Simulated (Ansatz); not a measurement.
The structure below was relaxed with PBEsol (Ansatz, a program for electronic structure), no spin-orbit coupling, at pressure 2.1 GPa.

```yaml
crystal:
  lattice:
    - [0.00000, 2.99485, 2.99485]
    - [2.99485, 0.00000, 2.99485]
    - [2.99485, 2.99485, 0.00000]
  atoms:
    - { symbol: Te, position: [0.75000, 0.75000, 0.75000] }
    - { symbol: Zn, position: [0.00000, 0.00000, 0.00000] }
```

Q: Find the space group and the Wyckoff positions.

A: Space group F-43m (No. 216); a = b = c = 5.9897 Å, α = β = γ = 90.00°

```json
[
 {"atom": "Te", "site": "4c", "symmetry": "-43m", "x": "0.2500", "y": "0.2500", "z": "0.2500"},
 {"atom": "Zn", "site": "4a", "symmetry": "-43m", "x": "0.0000", "y": "0.0000", "z": "0.0000"}
]
```

Load acts through the strain it causes; cell and atoms are relaxed under it. Whether these cells are dynamically stable was not tested. Tetrahedral semiconductors of this kind turn to denser phases somewhere between about 1 and 50 GPa; those were not computed, so compressed cells here can lie past the real transition. The cell was made from ZnTe in the zinc blende structure (space group F-43m, No. 216) by this change: pressure 2.1 GPa.
